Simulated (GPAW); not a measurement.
A run of GPAW 26.7.0 is set up as follows.

run.py

```python
from ase import Atoms
from ase.dft.bandgap import bandgap
from ase.io import write
from ase.units import Bohr, GPa
from gpaw import GPAW, PW, setup_paths
from gpaw.elf import elf_from_dft_calculation

setup_paths.insert(0, '.')

atoms = Atoms(['Cu'],
              cell=[[-1.44279332, 1.44279332, 1.37608145],
                    [1.44279332, -1.44279332, 1.37608145],
                    [1.44279332, 1.44279332, -1.37608145]],
              scaled_positions=[[0.0, 0.0, 0.0]],
              pbc=True)

calc = GPAW(mode=PW(600),
            xc='PBEsol',
            kpts={'size': (13, 13, 13), 'gamma': True},
            occupations={'name': 'fermi-dirac', 'width': 0.05},
            nbands=14,
            convergence={'density': 1e-05, 'energy': 1e-05},
            maxiter=150,
            txt='gpaw.txt')
atoms.calc = calc
energy = atoms.get_potential_energy()
forces = atoms.get_forces()
stress = atoms.get_stress()
calc.write('gs.gpw')
write('result.traj', atoms)
print(f'Energy: {energy:.6f} eV')
print('Forces (eV/A):')
print(forces.round(4))
print('Stress (GPa):', (stress / GPa).round(3))
print('Fermi level:', round(calc.get_fermi_level(), 4), 'eV')
print(f'Gap: {bandgap(calc)[0]:.4f} eV, direct: {bandgap(calc, direct=True)[0]:.4f} eV')

# fields on the real-space grid
write('density.cube', atoms, data=calc.get_pseudo_density() * Bohr**3)
write('potential.cube', atoms, data=calc.get_electrostatic_potential())
write('elf.cube', atoms, data=elf_from_dft_calculation(calc).data)
```

Potentials or basis: PAW data sets generated in the run's folder for this functional, pw.

Launch:

```console
$ gpaw-setup -f PBEsol Cu
$ OMP_NUM_THREADS=1 python run.py
```

Question: Estimate the pressure.

Answer: 0.7 GPa.

Question: What does it give for the band gap on the k mesh?

Answer: None (metal or under the smearing width).

Caveat: with this Cu data set, volumes or pressures lay over 1.5 % or 2 GPa off other programs in two to four cells of ten.
